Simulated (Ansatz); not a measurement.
This script drives Ansatz's Python interface.

Input file `POSCAR_al2o3`:
```text
Al2O3
1.0
   2.88432495    0.00000000    0.00000000
  -1.44216247    2.49789868    0.00000000
   0.00000000    0.00000000    9.33675446
Al O
2 3
Direct
   0.00000000    0.00000000    0.14999233
   0.00000000    0.00000000    0.85000767
   0.33333333    0.66666667    0.22231692
   0.66666667    0.33333333    0.00000000
   0.33333333    0.66666667    0.77768308
```

`vcrelax_al2o3.py`
```python
"""Variable-cell relaxation of Al2O3."""

import ansatz
from ase import Atoms
from ase.data import atomic_numbers
from ase.io import read
from ase.neighborlist import neighbor_list
import numpy as np
from pymatgen.core import Structure
from scipy.ndimage import map_coordinates
import spglib

def edges_and_angles(cell):
    cell = np.asarray(cell)
    a, b, c = np.linalg.norm(cell, axis=1)
    cosines = cell[1] @ cell[2] / (b * c), cell[0] @ cell[2] / (a * c), cell[0] @ cell[1] / (a * b)
    return (a, b, c, *np.degrees(np.arccos(cosines)))

atoms = read("POSCAR_al2o3", format="vasp")
cell = ansatz.Crystal.from_ase(atoms)

# every cell quantity that the symmetry leaves free
setup = (
    cell.calculation()
    .functional("pbesol")
    .basis(420)
    .kpoints(12, 12, 2)
    .occupations(ansatz.OccupationsMethod.FIXED)
    .relax(force_tolerance=0.01, max_steps=60, cell=True)
    .density()
    .band_table()
)
steps = []


def collect(event):
    if event["event"] == "relax_step":
        steps.append(event["data"])


done = setup.session().plan().execute(on_event=collect)
r = done.report
for s in steps:
    flag = "" if s["accepted"] else "  (rejected)"
    print("step %2d  E = %.5f eV  largest force component = %.4f eV/A%s" % (s["step"], s["lagrangian_ev"], s["allowed_force_max_ev_ang"], flag))

first, last = steps[0], steps[-1]
symbols = [site.symbol for site in done.lattice.sites]
print(f"energy gained {first['lagrangian_ev'] - last['lagrangian_ev']:.4f} eV in {len(steps) - 1} steps")
for label, vectors in (("before", first["cell_ang"]), ("after", done.lattice.cell_ang)):
    print(label, "a b c (A) {:.4f} {:.4f} {:.4f}  angles {:.2f} {:.2f} {:.2f}".format(*edges_and_angles(vectors)), f" V = {abs(np.linalg.det(vectors)):.3f} A^3")
print("final stress xx yy zz (GPa, compression positive):", np.round(np.diag(r["stress_gpa"]), 3) + 0.0)

fractions = [site.position_frac for site in done.lattice.sites]
numbers = [atomic_numbers[s] for s in symbols]
for tolerance in (1e-3, 1e-2, 1e-1):
    print(f"space group at {tolerance} A:", spglib.get_spacegroup((done.lattice.cell_ang, fractions, numbers), symprec=tolerance))

print("relaxed fractional positions")
for site in done.lattice.sites:
    print(f"  {site.symbol:2s}", " ".join(f"{v % 1:8.5f}" for v in np.round(site.position_frac, 5)))

final = Atoms(symbols, positions=last["positions_ang"], cell=done.lattice.cell_ang, pbc=True)
i, j, d = neighbor_list("ijd", final, 4.5)
print("neighbours within 1.2 times the shortest distance of each atom (A)")
for atom in range(len(final)):
    near = [m for m in np.argsort(d) if i[m] == atom]
    shell = [m for m in near if d[m] < 1.2 * d[near[0]]]
    print(f"{symbols[atom]}{atom} ({len(shell)}):", ", ".join(f"{symbols[j[m]]} {d[m]:.3f}" for m in shell))

energy = r["free_energy_ev"]
print("F of the Al2O3 cell: {:.6f} eV = {:.6f} Ry = {:.6f} Ha".format(energy, energy / 13.605693, energy / 27.211386))
print("Fermi level {:.4f} eV, {} k-points, {} symmetry operations".format(r["fermi_energy_ev"], r["n_kpoints"], r["n_symmetry_ops"]))

final = Structure(done.lattice.cell_ang, [s.symbol for s in done.lattice.sites], [s.position_frac for s in done.lattice.sites])
# the grid holds the pseudo-density, which differs from the true one inside the cores
rho = done.density()
total = sum(channel.density_e_per_ang3 for channel in rho.channels[:2])
grid_cell = np.asarray(rho.fft_grid_basis) @ done.lattice.cell_ang
partner = min(final.get_neighbors(final[0], 5.0), key=lambda n: n.nn_distance)
line = np.linspace(final[0].coords, partner.coords, 9)
points = (line @ np.linalg.inv(grid_cell)) * rho.dims
values = map_coordinates(total, points.T, order=3, mode="grid-wrap")
print(f"from {final[0].specie} to {partner.specie}, {partner.nn_distance:.3f} A")
for t, value in zip(np.linspace(0, partner.nn_distance, 9), values):
    print(f"{t:7.3f} A  {value:9.4f} e/A^3")

# band edges over the mesh points; the true edges can lie between them
levels = np.array(r["eigenvalues_ev"])
filled = round(r["n_electrons"] / 2)
top, bottom = levels[:, filled - 1], levels[:, filled]
print("top of band", filled, "at k =", r["kpoints_frac"][top.argmax()], f"{top.max():.4f} eV")
print("bottom of band", filled + 1, "at k =", r["kpoints_frac"][bottom.argmin()], f"{bottom.min():.4f} eV")
print(f"gap by band count {bottom.min() - top.max():.3f} eV, least direct gap {(bottom - top).min():.3f} eV")
```

It is started by `python vcrelax_al2o3.py`. How long does it take on 1 thread of Intel(R) Xeon(R) Processor @ 2.30GHz, with other jobs on the host, and how much memory does it need?

It took about 31 s, with a peak of 0.61 GiB, for 1 run of the engine.

```console
$ python vcrelax_al2o3.py
step  1  E = -2738.24548 eV  largest force component = 0.1251 eV/A
step  2  E = -2738.25776 eV  largest force component = 0.1157 eV/A
step  3  E = -2738.26324 eV  largest force component = 0.0141 eV/A
step  4  E = -2738.26296 eV  largest force component = 0.0119 eV/A
step  5  E = -2738.26248 eV  largest force component = 0.0093 eV/A
step  6  E = -2738.25947 eV  largest force component = 0.0091 eV/A
step  7  E = -2738.25988 eV  largest force component = 0.0002 eV/A
step  8  E = -2738.25947 eV  largest force component = 0.0002 eV/A
energy gained 0.0140 eV in 7 steps
before a b c (A) 2.8843 2.8843 9.3368  angles 90.00 90.00 120.00  V = 67.269 A^3
after a b c (A) 2.8623 2.8623 9.3300  angles 90.00 90.00 120.00  V = 66.197 A^3
final stress xx yy zz (GPa, compression positive): [-0.009 -0.009 -0.018]
space group at 0.001 A: P-6m2 (187)
space group at 0.01 A: P-6m2 (187)
space group at 0.1 A: P-6m2 (187)
relaxed fractional positions
  Al  0.00000  0.00000  0.14860
  Al  0.00000  0.00000  0.85140
  O   0.33333  0.66667  0.22134
  O   0.66667  0.33333  0.00000
  O   0.33333  0.66667  0.77866
neighbours within 1.2 times the shortest distance of each atom (A)
Al0 (3): O 1.786, O 1.786, O 1.786
Al1 (3): O 1.786, O 1.786, O 1.786
O2 (3): Al 1.786, Al 1.786, Al 1.786
O3 (6): Al 2.157, Al 2.157, Al 2.157, Al 2.157, Al 2.157, Al 2.157
O4 (3): Al 1.786, Al 1.786, Al 1.786
F of the Al2O3 cell: -2738.259466 eV = -201.258360 Ry = -100.629180 Ha
Fermi level 1.8993 eV, 38 k-points, 12 symmetry operations
from Al to O, 1.786 A
  0.000 A     0.0544 e/A^3
  0.223 A     0.0588 e/A^3
  0.447 A     0.1124 e/A^3
  0.670 A     0.3341 e/A^3
  0.893 A     0.7593 e/A^3
  1.117 A     1.6608 e/A^3
  1.340 A     3.9432 e/A^3
  1.563 A     6.6431 e/A^3
  1.786 A     7.6822 e/A^3
top of band 12 at k = [0.0, 0.16666666666666666, 0.0] 1.8993 eV
bottom of band 13 at k = [0.0, 0.0, 0.0] 6.8273 eV
gap by band count 4.928 eV, least direct gap 5.175 eV
```

What to keep in mind:
- Absolute energies stand on the zero of these potentials, so only differences at equal settings mean something. A total without «per atom» is that of the cell as typed.
- Semilocal gaps usually lie well under measured ones.
- The Fermi level of a run with fixed occupations marks the highest occupied state on its mesh, not mid-gap.
- The zero of the levels is a convention of the potentials, so an absolute Fermi energy is no work function.
- Energies along a relaxation are free energies. Rows at an unchanged volume are solved on a plane-wave basis chosen afresh for that cell, so the energy jumps there and such rows are no steps of the walk.
- The structure is layered, and without a dispersion term the spacing of the layers is poorly determined.
- Grid values close to the nuclei reflect the PAW or pseudopotential construction, not the all-electron fields.
- This cell is a computed structure, which may not be the phase found in nature.
- Levels are Kohn-Sham eigenvalues on this mesh.
